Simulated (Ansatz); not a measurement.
# Zr2COS MXene bilayer (AA) in a perpendicular field, part 2 of 3

Aim: how the Zr2COS MXene bilayer (AA) screens a field along its normal, and what the field does to its bands. A positive field points along +c.

Ansatz 0.2.0; plane-wave DFT, LDA, Ansatz PAW.

So far. Step 2 (Relaxing the slab): The lattice constant a goes from 3.289 to 3.340 Å.

**3. Single point, field 0**

A sawtooth potential applies the field, turning back in the middle of the vacuum. With the dipole correction the typed value is the field outside the slab. The induced dipole is small, so the SCF threshold is tight.

The cell differs from the one that the last finished run ended in (c 59.223 → 30.586 Å).

File input.yaml:

```yaml
crystal:
  lattice:
    - [3.340399165, 0.0, 0.0]
    - [-1.6701995825, 2.8928705357, 0.0]
    - [0.0, 0.0, 30.5859266937]
  atoms:
    - { symbol: S, position: [0.3333333333, 0.6666666667, 0.2942529775] }
    - { symbol: Zr, position: [0.6666666667, 0.3333333333, 0.3470546228] }
    - { symbol: C, position: [0.0, 0.0, 0.3885087703] }
    - { symbol: Zr, position: [0.3333333333, 0.6666666667, 0.435643473] }
    - { symbol: O, position: [0.6666666667, 0.3333333333, 0.4600142747] }
    - { symbol: S, position: [0.3333333333, 0.6666666667, 0.5372360951] }
    - { symbol: Zr, position: [0.6666666667, 0.3333333333, 0.5899394764] }
    - { symbol: C, position: [0.0, 0.0, 0.6321342716] }
    - { symbol: Zr, position: [0.3333333333, 0.6666666667, 0.6774885532] }
    - { symbol: O, position: [0.6666666667, 0.3333333333, 0.7057470225] }
kpoints:
  mp_grid: { grid: [18, 18, 1] }
  band_path:
    path: [[0, 0, 0], [0.5, 0, 0], [0.33333333, 0.33333333, 0], [0, 0, 0]]
    npoints: 16
hamiltonian:
  xc: lda
scf:
  occupations: { method: fermi_dirac, width: 0.02585 }
  convergence: { dr2_threshold: 1.0e-10 }
efield:
  axis: 3
  dipole_correction: true
  ramp_position: 0.97
  ramp_width: 0.06
  amplitude: 0
output:
  dos: { projected: true, e_range: [-6, 5] }
  bader: true
  write_potential: true
  write_density: true
  volumetric_format: npy
  elf: true
```

The run is started by

```sh
$ ansatz run input.yaml --threads 4 --pin off --max-ram 6144MiB --backend cpu --events-out ev --progress --plain --runs-dir out
```

Numbers of over 12 decimals in the logs are rounded to 6 here.

Output:

```text
[...]
Crystal: 10 atoms, lattice volume = 295.562 Å³
Basis set: ecut = 420 eV, 5875 PW (Γ)
Bands: 50, of which v1, the nominal top of the filled ones, is band 40 counted from 1 (39 counted from 0)
Symmetry: 6 space group operations
[...]
k-points: 37 of 324 (time reversal used)
[...]
SCF iter   1: F=—  HF=-19657.808456 eV  |F-HF|=—  |Δ(HF+E_count)|=         —  Δρ=8.07e-3  dr2=5.48e-1  ethr=1.77e-3  p=0.127 e·Å  D=7.78e-2 V/Å  ΔV_dip=-2.38 eV  dr2_dipole=1.26e-1  V_vac-E_F(+/−)=4.54/6.92 eV  ⟨swp⟩=9.0  Hψ=8773  notcnv=0  defer=10
efield: sawtooth ramp at fractional position 0.9700 (set: `efield.ramp_position`, or a place that a band, a saddle search or an elastic batch's reference lends), width 0.0600; the density the first Hamiltonian is built on has a dipole p = 0.127 e·Å; the dipole correction subtracts the counter field D = 7.78e-2 V/Å, which shifts the + side's vacuum level by -2.38 eV against the − side's; the planar-averaged density in the ramp window peaks in size at 1.2e-5 e/Å³
[...]
SCF iter   2: F=—  HF=-19657.874756 eV  |F-HF|=—  |Δ(HF+E_count)|=   6.63e-2  Δρ=1.30e-2  dr2=6.48e-1  ethr=6.85e-4  p=0.087 e·Å  D=5.36e-2 V/Å  ΔV_dip=-1.64 eV  dr2_dipole=2.66e-3  V_vac-E_F(+/−)=4.88/6.52 eV  ⟨swp⟩=3.1  Hψ=3453  notcnv=0  defer=139
[...]
SCF iter  15: F=-19657.746481 eV  HF=-19657.746481 eV  |F-HF|=9.46e-11  |Δ(HF+E_count)|=  6.62e-10  Δρ=1.02e-7  dr2=4.85e-11  ethr=1.00e-12  p=0.100 e·Å  D=6.12e-2 V/Å  ΔV_dip=-1.87 eV  dr2_dipole=2.28e-13  V_vac-E_F(+/−)=4.82/6.69 eV  ⟨swp⟩=11.4  Hψ=6589  notcnv=0
SCF 1 converged in 15 iterations: F = -19657.746481 eV  dr2 = 4.85e-11
[...]
NSCF: frozen V_eff on 49 k-points
efield: sawtooth ramp at fractional position 0.9700 (kept from the solve that this one continues, or follows in the run), width 0.0600; the density the first Hamiltonian is built on has a dipole p = 0.100 e·Å; the dipole correction subtracts the counter field D = 6.12e-2 V/Å, which shifts the + side's vacuum level by -1.87 eV against the − side's; the planar-averaged density in the ramp window peaks in size at 2.4e-6 e/Å³
[...]
SCF converged after 15 iterations
Free energy (F): -19657.746481 eV
[...]
Internal energy: -19657.743213 eV  (E = F + TS)
E sigma→0 (E₀):  -19657.744847 eV
Entropy (-TS):   -0.003268 eV (-0.327 meV/atom)
Fermi energy:    2.937849 eV
Dipole field:    D = 0.061207 V/Å  (p = 0.099975 e·Å, saw-weighted, corrected)
Work function:   Φ+ = 4.8157 eV   Φ− = 6.6878 eV
Levels:          The Fermi level and band energies are counted from a zero that moves with the ramp; work functions are not
[...]
--- Band table (eV; the first three rows and the last of 37) ---
  k-point 0: bands = [... 36 lower, 2.9449, 2.9449, 3.5715, 3.5715, 4.0343, 4.0343, 4.2704, 4.5720, ... 6 higher]
  k-point 1: bands = [... 36 lower, 2.5966, 2.7650, 3.2230, 3.3743, 4.0030, 4.2192, 4.4445, 4.5537, ... 6 higher]
  k-point 2: bands = [... 36 lower, 2.2889, 2.4387, 2.7015, 3.0273, 3.8077, 4.3671, 4.5510, 4.8272, ... 6 higher]
  k-point 36: bands = [... 36 lower, 0.6783, 0.7278, 1.0537, 1.3735, 4.6094, 4.8543, 5.0508, 5.6682, ... 6 higher]
--- Bader charges: 10 sites ---
  site symbol  charge [e]  shift [e]
     0      S     -0.8836     0.0007
     1     Zr      1.8784     0.0013
     2      C     -1.8649     0.0013
     3     Zr      2.2077     0.0000
     4      O     -1.2457     0.0006
     5      S     -0.9626     0.0007
     6     Zr      1.8500     0.0013
     7      C     -1.8994     0.0013
     8     Zr      2.1884     0.0004
     9      O     -1.2681     0.0002
  estimated error of the sums over rays = 8.3e-4 e
```

Run time: 37 s. Hardware: 4 threads of Intel Xeon Platinum 8488C (Sapphire Rapids), shared host; peak memory 1.1 GiB.

Reading the cycles: dr2 is the Hartree energy of the density residual (eV), the measure of convergence; HF is the Harris–Foulkes estimate of the energy, which meets the free energy F at convergence.

Numbers from this step:

```
energy at zero smearing        : -19657.7448 eV
work function, upper face      : 4.816 eV
work function, lower face      : 6.688 eV
dipole along the normal        : 0.09997 e·Å
step between the vacuum levels : -1.872 eV
```

Running mean over a fixed 2.7 Å (it still follows the layers) of the planar mean; the ramp of the sawtooth is left out. The electron's electrostatic potential energy less the Fermi level by z:

z (Å), electron's electrostatic potential energy less the Fermi level (eV) and a bar from the least value:
```
      3.5        6.7 ##############################
      4.0        6.7 ##############################
      4.5        6.7 ##############################
      5.0        6.7 ##############################
      5.5        6.7 ##############################
      6.0        6.7 ##############################
      6.5        6.6 ##############################
      7.0        6.0 #############################
      7.5        4.2 ##########################
      8.0        1.9 ######################
      8.5       -0.3 ##################
      9.0       -3.2 #############
      9.5       -7.0 #######
     10.0       -8.9 ###
     10.5       -9.1 ###
     11.0       -9.2 ###
     11.5       -9.1 ###
     12.0       -9.2 ###
     12.5       -9.9 ##
     13.0      -10.6 
     13.5       -9.4 ##
     14.0       -7.8 #####
     14.5       -5.2 ##########
     15.0       -2.9 ##############
     15.5       -1.5 ################
     16.0       -1.7 ################
     16.5       -4.4 ###########
     17.0       -8.0 #####
     17.5       -9.4 ##
     18.0       -9.6 ##
     18.5       -9.7 ##
     19.0       -9.8 ##
     19.5       -9.9 ##
     20.0      -10.4 #
     20.5      -10.8 
     21.0       -9.6 ##
     21.5       -7.6 #####
     22.0       -4.2 ###########
     22.5       -0.3 ##################
     23.0        2.8 #######################
     23.5        4.4 ##########################
     24.0        4.7 ###########################
     24.5        4.8 ###########################
     25.0        4.8 ###########################
     25.5        4.8 ###########################
     26.0        4.8 ###########################
     26.5        4.8 ###########################
     27.0        4.8 ###########################
```

The density of states has structure finer than the step of the table below, so its rows give means over 0.2 eV, whole bins alone (the curve runs from -6 to 1.99 eV). Peaks (eV: height): -4.98: 16.1, -4.68: 12.5, -3.08: 16.0, -2.86: 13.0, -2.64: 18.0, -2.36: 15.5, -2.25: 13.1.

The density of states by energy, zero at the Fermi level; means over each step:

energy (eV), density of states (states/eV a cell) and a bar from the least value:
```
     -5.8        6.4 ################
     -5.6        9.7 ##########################
     -5.4        5.6 #############
     -5.2        5.3 ############
     -5.0       11.0 ##############################
     -4.8        8.3 ######################
     -4.6        7.3 ##################
     -4.4        3.5 #######
     -4.2        4.5 ##########
     -4.0        4.4 ##########
     -3.8        3.8 ########
     -3.6        3.8 ########
     -3.4        6.0 ##############
     -3.2        7.2 ##################
     -3.0        6.3 ###############
     -2.8        8.5 ######################
     -2.6        9.2 ########################
     -2.4       10.3 ############################
     -2.2        9.2 ########################
     -2.0        8.6 #######################
     -1.8        6.9 #################
     -1.6        5.0 ###########
     -1.4        4.0 ########
     -1.2        5.9 ##############
     -1.0        6.5 ################
     -0.8        3.3 ######
     -0.6        3.6 #######
     -0.4        2.1 ##
     -0.2        1.4 
      0.0        1.4 
      0.2        1.4 
      0.4        1.4 
      0.6        1.9 ##
      0.8        3.1 #####
      1.0        2.8 #####
      1.2        2.6 ####
      1.4        3.6 #######
      1.6        3.8 ########
      1.8        2.8 ####
```

Projected DOS per atom over height of the atomic layer and energy from the Fermi level. Layers: S Zr C Zr O S Zr C Zr O from below.

Values in states/eV, 22 rows by 10 columns, each cell a mean:
```
0.10 0.32 0.07 0.67 0.11 0.13 0.52 0.11 0.47 0.06
0.19 0.65 0.12 0.82 0.16 0.18 0.52 0.11 0.61 0.09
0.16 0.57 0.10 0.44 0.15 0.12 0.41 0.09 0.50 0.09
0.10 0.40 0.09 0.22 0.13 0.15 0.63 0.12 0.59 0.13
0.12 0.03 0.06 0.04 0.01 0.12 0.44 0.10 0.33 0.12
0.22 0.08 0.09 0.06 0.01 0.11 0.36 0.10 0.23 0.14
0.90 0.20 0.34 0.13 0.07 0.16 0.07 0.08 0.05 0.03
1.44 0.31 0.65 0.24 0.14 0.34 0.10 0.13 0.06 0.02
1.90 0.38 0.94 0.29 0.27 1.17 0.27 0.51 0.19 0.11
0.72 0.31 0.55 0.19 0.25 1.07 0.28 0.50 0.20 0.13
0.96 0.96 1.23 0.35 0.39 1.61 0.44 0.91 0.28 0.25
1.41 1.51 1.93 0.54 0.43 0.87 0.64 0.94 0.29 0.28
0.95 0.80 0.82 0.24 0.26 1.24 1.56 2.13 0.61 0.44
0.96 0.71 0.78 0.29 0.26 1.18 0.95 1.14 0.33 0.29
1.35 0.89 0.63 0.30 0.46 1.12 0.87 1.00 0.33 0.28
0.66 0.50 0.39 0.22 0.28 0.68 0.49 0.35 0.12 0.18
0.53 0.41 0.22 0.16 0.28 0.87 0.56 0.24 0.17 0.68
0.21 0.19 0.11 0.13 0.63 0.33 0.28 0.23 0.28 1.49
0.05 0.13 0.23 0.85 3.30 0.79 0.39 0.31 0.65 2.27
0.02 0.10 0.19 0.74 2.21 0.37 0.27 0.34 0.99 2.84
0.01 0.06 0.14 0.85 1.89 0.20 0.13 0.20 1.05 2.42
0.02 0.09 0.19 0.90 1.80 0.28 0.20 0.26 0.72 1.31
```
Columns: height of the atomic layer (Å) from 9 to 21.6 (not evenly spaced); rows upwards: energy from the Fermi level (eV) from -5.96 to 1.96.

The electronic bands at the labelled points (eV, zero at the Fermi level):

```
  point  band 37  band 38  band 39  band 40  band 41  band 42  band 43  band 44
      Γ     0.01     0.01     0.63     0.63     1.10     1.10     1.33     1.63
halfway    -1.39    -1.03    -0.68    -0.47     0.21     0.94     2.32     2.54
      M    -1.71    -1.01    -0.97    -0.44    -0.24     0.56     2.40     3.11
halfway    -2.03    -1.92    -1.68    -1.16     0.82     1.47     2.55     2.62
      K    -2.26    -2.21    -1.88    -1.56     1.67     1.92     2.11     2.73
halfway    -1.57    -1.50    -1.32    -0.68     0.99     1.42     1.63     2.06
      Γ     0.01     0.01     0.63     0.63     1.10     1.10     1.33     1.63
```

ELF in the ca plane at fractional y = 0.333, with atoms of Zr and O within 0.2 Å of it. It is the smooth field of the valence electrons, not physical close to the nuclei.

Ten even steps from '0' (0.00) to '9' (0.81), each cell a mean:
```
00000024665246642442125885114663257533531136
00000001221389894121279998301221698962221389
00000000110494396111388589500112872782111597
00000000111497695111389799400112785882111598
00000012443268872231148997102442489842321258
00000146787423323652113442026886333335641123
00001368999741247873232110158998621368842331
00001478999852258973343100169999732479843431
00001257899621135763121121047998411247742211
```
Columns run along c (16.0 Å, from fractional 0.19 to 0.71 of the cell), rows up along a (3.3 Å). Atoms in or near the plane, at fractional coordinates: Zr at (0.35, 0.67), O at (0.46, 0.67), Zr at (0.59, 0.67), O at (0.71, 0.67).

Valence density in the ca plane at fractional y = 0.333, with atoms of Zr and O within 0.2 Å of it. It is the smooth field of the valence electrons, not physical close to the nuclei.

Ten steps, logarithmic in the rise over the least value, from '0' (0.0 e/Å³) to '9' (6.7 e/Å³), each cell a mean:
```
00000001233356653332335543112333456543332345
00000001122478875322347875211223688863222358
00000000112588885322358996311124788874222469
00000001122578885322358985211123688874222368
00000001223467764322346764212233577753222356
00000012333344443333344432112333344433333344
00000012344332333444444321123444332334444443
00000012444432234444454311123444322334444543
00000012344333333433344321123444333333433443
```
Columns run along c (16.0 Å, from fractional 0.19 to 0.71 of the cell), rows up along a (3.3 Å). Atoms in or near the plane, at fractional coordinates: Zr at (0.35, 0.67), O at (0.46, 0.67), Zr at (0.59, 0.67), O at (0.71, 0.67).

Electrostatic potential energy in the ca plane at fractional y = 0.333, with atoms of Zr and O within 0.2 Å of it. With pseudopotentials it is smooth inside the atoms' cores, unlike the true potential.

Values in eV, 5 rows by 16 columns, each cell a mean:
```
-27   2   2 -11   6   7  -4 -34  -7   3  -4  -4   8   8   8   8
-49  -1   2 -42   0   7 -13 -56 -20   5 -18 -27   8   8   8   8
-29   2   2 -12   6   7  -4 -36  -7   3  -5  -4   8   8   8   8
  1   3  -6  -3   6   3   1   0   3  -2  -7   4   8   8   8   8
  1   3  -6  -3   6   3   2   0   3  -2  -7   4   8   8   8   8
```
Columns run along c (16.0 Å, from fractional 0.35 to 0.87 of the cell; values clipped at the 3rd and 97th percentile), rows up along a (3.3 Å). Atoms in or near the plane, at fractional coordinates: O at (0.46, 0.67), Zr at (0.59, 0.67), O at (0.71, 0.67).

The work function of the upper face is 4.82 eV.

**4. Single point, field 0.1 V/Å**

Edit input.yaml of step 3 so:

```diff
@@ -31,6 +31,4 @@
   ramp_width: 0.06
-  amplitude: 0
+  amplitude: 0.1
 output:
-  dos: { projected: true, e_range: [-6, 5] }
-  bader: true
   write_potential: true
@@ -38,2 +36 @@
   volumetric_format: npy
-  elf: true
```

Output:

```text
[...]
Crystal: 10 atoms, lattice volume = 295.562 Å³
Basis set: ecut = 420 eV, 5875 PW (Γ)
Bands: 50, of which v1, the nominal top of the filled ones, is band 40 counted from 1 (39 counted from 0)
Symmetry: 6 space group operations
[...]
k-points: 37 of 324 (time reversal used)
[...]
k-point 0: bands = [... 36 lower, 2.9447, 2.9447, 3.5433, 3.5433, 4.0385, 4.0385, 4.2729, 4.5482, ... 6 higher]
  k-point 1: bands = [... 36 lower, 2.5962, 2.7649, 3.1950, 3.3465, 4.0067, 4.2230, 4.4420, 4.5343, ... 6 higher]
  k-point 2: bands = [... 36 lower, 2.2613, 2.4383, 2.6712, 2.9996, 3.8112, 4.3427, 4.5548, 4.8298, ... 6 higher]
  k-point 36: bands = [... 36 lower, 0.6535, 0.7235, 1.0164, 1.3499, 4.6129, 4.8344, 5.0589, 5.6645, ... 6 higher]
[key lines of the parts left out:]
SCF converged after 19 iterations
Free energy (F): -19657.760165 eV
Fermi energy:    2.939236 eV
Dipole field:    D = 0.106406 V/Å  (p = 0.173801 e·Å, saw-weighted, corrected)
```

It took 24 s on 4 threads; peak memory 1 GiB.

The dipole is 0.174 e·Å, 0.0738 e·Å from its value without field.

**5. Single point, field -0.1 V/Å**

Edit input.yaml of step 4 so:

```diff
@@ -31,3 +31,3 @@
   ramp_width: 0.06
-  amplitude: 0.1
+  amplitude: -0.1
 output:
```

Output:

```text
[...]
Crystal: 10 atoms, lattice volume = 295.562 Å³
Basis set: ecut = 420 eV, 5875 PW (Γ)
Bands: 50, of which v1, the nominal top of the filled ones, is band 40 counted from 1 (39 counted from 0)
Symmetry: 6 space group operations
[...]
k-points: 37 of 324 (time reversal used)
[...]
k-point 0: bands = [... 36 lower, 2.9431, 2.9431, 3.6012, 3.6012, 4.0280, 4.0280, 4.2660, 4.5971, ... 6 higher]
  k-point 1: bands = [... 36 lower, 2.5952, 2.7632, 3.2524, 3.4035, 3.9973, 4.2133, 4.4434, 4.5758, ... 6 higher]
  k-point 2: bands = [... 36 lower, 2.3179, 2.4371, 2.7332, 3.0565, 3.8022, 4.3928, 4.5452, 4.8226, ... 6 higher]
  k-point 36: bands = [... 36 lower, 0.7045, 0.7309, 1.0923, 1.3983, 4.6035, 4.8756, 5.0405, 5.6714, ... 6 higher]
[key lines of the parts left out:]
SCF converged after 18 iterations
Free energy (F): -19657.740164 eV
Fermi energy:    2.934238 eV
Dipole field:    D = 0.016109 V/Å  (p = 0.026312 e·Å, saw-weighted, corrected)
```

The job ended after 25 s (4 threads; peak memory 1 GiB; 97 s of CPU time).

The dipole is 0.0263 e·Å, -0.0737 e·Å from its value without field.

**6. Atoms held, field 0.5 V/Å**

Edit input.yaml of step 5 so:

```diff
@@ -31,3 +31,3 @@
   ramp_width: 0.06
-  amplitude: -0.1
+  amplitude: 0.5
 output:
```

Output:

```text
[...]
Crystal: 10 atoms, lattice volume = 295.562 Å³
Basis set: ecut = 420 eV, 5875 PW (Γ)
Bands: 50, of which v1, the nominal top of the filled ones, is band 40 counted from 1 (39 counted from 0)
Symmetry: 6 space group operations
[...]
k-points: 37 of 324 (time reversal used)
[...]
k-point 0: bands = [... 36 lower, 2.9141, 2.9141, 3.4573, 3.4573, 4.0221, 4.0221, 4.2521, 4.4736, ... 6 higher]
  k-point 1: bands = [... 36 lower, 2.5653, 2.7344, 3.1090, 3.2616, 3.9894, 4.2058, 4.3992, 4.4784, ... 6 higher]
  k-point 2: bands = [... 36 lower, 2.1717, 2.4070, 2.5749, 2.9148, 3.7937, 4.2641, 4.5377, 4.8090, ... 6 higher]
  k-point 36: bands = [... 36 lower, 0.5772, 0.6888, 0.8954, 1.2738, 4.5952, 4.7715, 5.0585, 5.6406, ... 6 higher]
[key lines of the parts left out:]
SCF converged after 16 iterations
Free energy (F): -19657.889336 eV
Fermi energy:    2.908187 eV
Dipole field:    D = 0.289295 V/Å  (p = 0.472529 e·Å, saw-weighted, corrected)
```

Run time: 22 s. Hardware: 4 threads; peak memory 1 GiB; 86 s of CPU time.

The dipole is 0.473 e·Å, 0.373 e·Å from its value without field.

**7. Atoms held, field -0.3 V/Å**

Edit input.yaml of step 6 so:

```diff
@@ -31,4 +31,6 @@
   ramp_width: 0.06
-  amplitude: 0.5
+  amplitude: -0.3
 output:
+  dos: { projected: true, e_range: [-6, 5] }
+  bader: true
   write_potential: true
@@ -36 +38,2 @@
   volumetric_format: npy
+  elf: true
```

Output:

```text
[...]
Crystal: 10 atoms, lattice volume = 295.562 Å³
Basis set: ecut = 420 eV, 5875 PW (Γ)
Bands: 50, of which v1, the nominal top of the filled ones, is band 40 counted from 1 (39 counted from 0)
Symmetry: 6 space group operations
[...]
k-points: 37 of 324 (time reversal used)
[...]
--- Bader charges: 10 sites ---
  site symbol  charge [e]  shift [e]
     0      S     -0.8685     0.0007
     1     Zr      1.8779     0.0013
     2      C     -1.8642     0.0013
     3     Zr      2.2071     0.0000
     4      O     -1.2466     0.0006
     5      S     -0.9611     0.0007
     6     Zr      1.8489     0.0013
     7      C     -1.8997     0.0013
     8     Zr      2.1836     0.0004
     9      O     -1.2774     0.0002
  estimated error of the sums over rays = 8.3e-4 e
[key lines of the parts left out:]
SCF converged after 19 iterations
Free energy (F): -19657.749768 eV
Fermi energy:    2.939157 eV
Dipole field:    D = -0.075096 V/Å  (p = -0.122661 e·Å, saw-weighted, corrected)
```

It took 43 s on 4 threads; peak memory 1.1 GiB.

The dipole is -0.123 e·Å, -0.223 e·Å from its value without field.

(Continued in part 3 of 3.)

[Logs are printed without paths, hosts, clocks, repeated set-up lines and the standing remarks that a program may print on its own settings, such as how far it seeks lower states.]

[Hosts, paths, dates, database ids (printed as entryN), source tags and the programs' standing remarks are cut or masked in the printed files.]

[Maps of the electrostatic potential energy from Ansatz leave out the sawtooth potential of an applied field or a dipole correction, so their vacuum need not be flat; planar profiles and work functions include it.]

[The density of states shown here was stored with 400 of the rows of the run's finer table, so its peaks can read low, often by over a quarter, or be missed, and its means over a window can be off by a tenth or more.]
